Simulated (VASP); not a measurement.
## ZnSe in VASP 6.6.1, single-point calculation

INCAR

```
LCHARG = .FALSE.
PREC = Accurate
ISIF = 2
SIGMA = 0.02
ALGO = Conjugate
LWAVE = .FALSE.
EDIFF = 1E-7
IBRION = -1
GGA = PE
LASPH = .TRUE.
ENCUT = 520
NSW = 0
NBANDS = 16
NELECT = 18.02
ISMEAR = -1
LREAL = .FALSE.
NELM = 93
```

KPOINTS

```
KPOINTS created by Atomic Simulation Environment
0
Gamma
8 8 8
0 0 0
```

POSCAR

```
Zn Se
 1.0000000000000000
     0.0000000000000000    2.8324206848000002    2.8324206848000002
     2.7757722711000001    0.0000000000000000    2.8324206848000002
     2.7757722711000001    2.8324206848000002    0.0000000000000000
 Zn  Se
   1   1
Cartesian
  0.0000000000000000  0.0000000000000000  0.0000000000000000
  1.3878861355500001  1.4162103424000001  1.4162103424000001
```

The recommended PBE PAW datasets give the neutral cell 18 valence electrons.

Command

```
mpirun -np 1 vasp_std
```

Q: Predict the outcome of this run.

A: It converged. Results: pressure 4.8 GPa.

OSZICAR

```
N       E                     dE             d eps       ncg     rms           ort
DAV:   1     0.874764881376E+02    0.87476E+02   -0.94134E+03   944   0.146E+03
DAV:   2    -0.815380489704E+00   -0.88292E+02   -0.82894E+02   944   0.251E+02
DAV:   3    -0.617120962677E+01   -0.53558E+01   -0.53369E+01   944   0.608E+01
DAV:   4    -0.621353325378E+01   -0.42324E-01   -0.42320E-01   944   0.580E+00
DAV:   5    -0.621372706268E+01   -0.19381E-03   -0.19381E-03   944   0.357E-01
SDA:   6    -0.550111335611E+01    0.71261E+00   -0.19381E-03   944   0.202E+01   0.000E+00
CGA:   7    -0.582513973168E+01   -0.32403E+00   -0.32559E+00   944   0.264E+00   0.102E-01
CGA:   8    -0.590732639036E+01   -0.82187E-01   -0.82215E-01   944   0.280E-01  -0.171E-03
CGA:   9    -0.591952871361E+01   -0.12202E-01   -0.12181E-01   944   0.580E-02   0.959E-04
CGA:  10    -0.592077480012E+01   -0.12461E-02   -0.12461E-02   944   0.146E-02  -0.994E-05
CGA:  11    -0.592122328384E+01   -0.44848E-03   -0.44760E-03   944   0.900E-04   0.112E-04
CGA:  12    -0.592125741598E+01   -0.34132E-04   -0.33691E-04   944   0.153E-04   0.327E-05
CGA:  13    -0.592126131861E+01   -0.39026E-05   -0.39012E-05   944   0.428E-05  -0.646E-06
CGA:  14    -0.592126249454E+01   -0.11759E-05   -0.11621E-05   944   0.453E-06   0.406E-06
CGA:  15    -0.592126267571E+01   -0.18117E-06   -0.17378E-06   944   0.134E-06   0.812E-07
SDA:  16    -0.592126271659E+01   -0.40880E-07   -0.80697E-07   944   0.279E-06  -0.162E-06
   1 F= -.59212627E+01 E0= -.59210462E+01  d E =-.433012E-03
```

Standard output (part)

```
POSCAR found type information on POSCAR ZnSe
 POSCAR found :  2 types and       2 ions
 LDA part: xc-table for (Slater+PW92), standard interpolation
 POSCAR, INCAR and KPOINTS ok, starting setup
 WAVECAR not read
 entering main loop
 gam= 0.000 g(H,U,f)=  0.133E+01 0.688E+00 0.418E-09 ort(H,U,f) = 0.000E+00 0.000E+00 0.000E+00
 gam= 0.000 trial= 0.400  step=  0.3220 mean=  0.4000
 gam= 0.130 g(H,U,f)=  0.165E+00 0.990E-01 0.157E-08 ort(H,U,f) =-0.215E+00 0.225E+00 0.336E-08
 gam= 0.130 trial= 0.392  step=  0.6207 mean=  0.3922
 gam= 0.106 g(H,U,f)=  0.226E-01 0.544E-02 0.164E-08 ort(H,U,f) =-0.274E-01 0.273E-01 0.113E-07
 gam= 0.106 trial= 0.415  step=  0.8694 mean=  0.4150
 gam= 0.207 g(H,U,f)=  0.496E-02 0.837E-03 0.494E-09 ort(H,U,f) =-0.278E-02 0.287E-02 0.284E-08
 gam= 0.207 trial= 0.460  step=  0.4285 mean=  0.4605
 gam= 0.251 g(H,U,f)=  0.143E-02 0.242E-04 0.366E-10 ort(H,U,f) = 0.236E-04-0.335E-04 0.328E-09
 gam= 0.251 trial= 0.457  step=  0.6155 mean=  0.4573
 gam= 0.062 g(H,U,f)=  0.871E-04 0.291E-05 0.848E-11 ort(H,U,f) =-0.255E-05 0.138E-04 0.608E-10
 gam= 0.062 trial= 0.473  step=  0.7430 mean=  0.4731
 gam= 0.170 g(H,U,f)=  0.142E-04 0.104E-05 0.107E-11 ort(H,U,f) = 0.177E-05 0.149E-05 0.441E-11
 gam= 0.170 trial= 0.500  step=  0.4932 mean=  0.5001
 gam= 0.280 g(H,U,f)=  0.373E-05 0.549E-06 0.439E-13 ort(H,U,f) =-0.709E-06 0.633E-07 0.370E-12
 gam= 0.280 trial= 0.499  step=  0.5674 mean=  0.4994
...
```

The cell is charged and sits in a uniform background.

For comparison, a separate PBE run of the intended cell, on usual settings and not on those above, gives a gap of 1.33 eV on its mesh and a pressure of 3.9 GPa.
